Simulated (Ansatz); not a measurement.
**Sb: one input, then a changed one**

The cell was built from the diamond type and relaxed in the same program, and has space group Fd-3m; it needn't be a known or the stable phase.

First run: DFT, LDA, all-electron LAPW, scalar-relativistic (Ansatz 0.2.0).

Command: `ansatz run input.yaml --threads 1 --pin off --max-ram 2048MiB --backend cpu --events-out ev --progress --plain --runs-dir out` The run took 16 s on 1 thread of Arm Neoverse V2 (shared host).

```yaml
crystal:
  lattice:
    - [0.0, 3.4945307669, 3.4945307669]
    - [3.4945307669, 0.0, 3.4945307669]
    - [3.4945307669, 3.4945307669, 0.0]
  atoms:
    - { symbol: Sb, position: [0.0, 0.0, 0.0] }
    - { symbol: Sb, position: [0.25, 0.25, 0.25] }
kpoints:
  mp_grid: { grid: [10, 10, 10] }
  band_path:
    path:
      - [0.0, 0.0, 0.0]
      - [0.5, 0.0, 0.5]
      - [0.625, 0.25, 0.625]
      - [0.375, 0.375, 0.75]
      - [0.0, 0.0, 0.0]
      - [0.5, 0.5, 0.5]
      - [0.5, 0.25, 0.75]
      - [0.5, 0.0, 0.5]
    npoints: 5
scf:
  occupations: { method: fermi_dirac, width: 0.05 }
hamiltonian:
  xc: lda
  pseudopotentials: { kind: all_electron, lapw: { basis_error: 0.001 } }
output:
  forces: true
  stress: true
  eigenvalues: true
```

Result: converged; pressure -2.40 GPa; no gap on the k mesh; 7 SCF iterations.

Spin–orbit coupling is left out, though it moves levels of the heavy atoms by tenths of an eV or more.

A second input differs as follows:

```diff
@@ -22,4 +22,5 @@
 scf:
   occupations: { method: fermi_dirac, width: 0.05 }
+  max_iter: 60
 hamiltonian:
   xc: lda
@@ -29,3 +30,5 @@
   stress: true
   eigenvalues: true
+magnetization:
+  spin_polarized: many
```

Q: What is wrong with it, and what does the program do?

A: The fault is a value of the wrong type. The run refused before any iteration. The log ends:
```
  --> <input>:33:19
   |
31 |   eigenvalues: true
32 | magnetization:
33 |   spin_polarized: many
   |                   ^ invalid boolean (strict mode expects true/false)
```
